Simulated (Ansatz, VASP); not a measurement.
## MgSe in VASP and in Ansatz

```
Mg Se
1.0
     0.00000    2.75412    2.75412
     2.75412    0.00000    2.75412
     2.75412    2.75412    0.00000
Mg Se
1 1
Direct
  0.00000 0.00000 0.00000
  0.50000 0.50000 0.50000
```

The cell was built by a generator and needn't be a form met in nature.

Alike in both runs: functional PBE; k mesh 8 × 8 × 8; occupations gaussian, width 0.02 eV; no spin polarisation.

Ansatz relaxed the structure, and its values are those at the end. VASP's run is a single point on that final structure, the one shown.

```csv
,VASP,Ansatz
version,VASP 6.6.1,Ansatz 0.2.0
potentials or method,"VASP PAW PBE potentials, release 64 (Mg, Se)","scalar-relativistic, plane waves, PAW"
plane-wave cutoff (eV),520,420
valence electrons in the cell,8,26
```

|  | VASP | Ansatz | Ansatz less VASP |
| --- | --- | --- | --- |
| gap on the k mesh at the Fermi level (eV) | 1.75 | 1.77 | +0.022 |
| least direct gap on the mesh (eV) | 2.39 | 2.40 | +0.010 |
| pressure (GPa) | -0.1 | 0.0 | +0.12 |

The two sets of potentials don't hold the same shells in valence.

A k mesh can miss the band edges. Expect the measured gap to be larger: semilocal functionals such as PBE lack the derivative discontinuity.
